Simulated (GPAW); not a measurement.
Runs of GPAW 26.7.0 on MnSi. Symmetry: F-43m, No. 216, cubic system. Conventional cell: a = 5.054 Å, b = 5.054 Å, c = 5.054 Å, α = 90.00°, β = 90.00°, γ = 90.00°. Around Mn (site symmetry -43m) lie 4 Si at 2.19 Å. Si (site symmetry -43m) has 4 Mn at 2.19 Å as nearest neighbours. The cell was built by a generator and needn't be a form met in nature.

```csv
task,level,potentials or basis,k mesh,cutoff (eV),maxiter,convergence,data set,eigensolver,band path,gap on the mesh (eV),pressure (GPa),moment (μB)
hyperfine couplings,WC,"PAW data sets generated in the run's folder for this functional, pw",9 × 9 × 9,510,150,-,-,-,-,none,(c),1.99
single point,PBE,"GPAW PAW data sets (gpaw-data 1.2.1), newer versions, pw",7 × 7 × 7,500,120,default,Mn v3,-,-,none,16.8,2.06
hyperfine couplings,BLYP,"PAW data sets generated in the run's folder for this functional, pw",9 × 9 × 9,510,150,-,-,davidson,-,none,22.8,(a)
band structure,r2SCAN,"GPAW PAW data sets (gpaw-data 1.2.1), pw",9 × 9 × 9,600,150,-,-,-,"GXWKGLUWLK,UX",-,22.6,2.29
hyperfine couplings,AM05,"PAW data sets generated in the run's folder for this functional, pw",9 × 9 × 9,510,150,-,-,-,-,none,(b),1.96
```

Alike in all rows: spin collinear, ferromagnetic start; cell as given; smearing fermi-dirac 0.05 eV.

**Question.** Estimate the missing entries.

**Answer.** (a) 1.95; (b) 14.1; (c) 15.0.

Caveats: the cutoff is short for stress and forces, so pressures can be off by a GPa or more (some runs); the dipolar part lacks the spin inside other atoms' spheres (some runs); so large a pressure means that the cell lies far from this level's equilibrium, or that cutoff or potentials fall short (some runs); the PAW data sets were made with another functional, which shifts forces and pressure a little (some runs).

A k mesh can miss the band edges.

A gap of «none» marks a metal or a gap under the smearing width.

Not every run made on this cell is shown here.
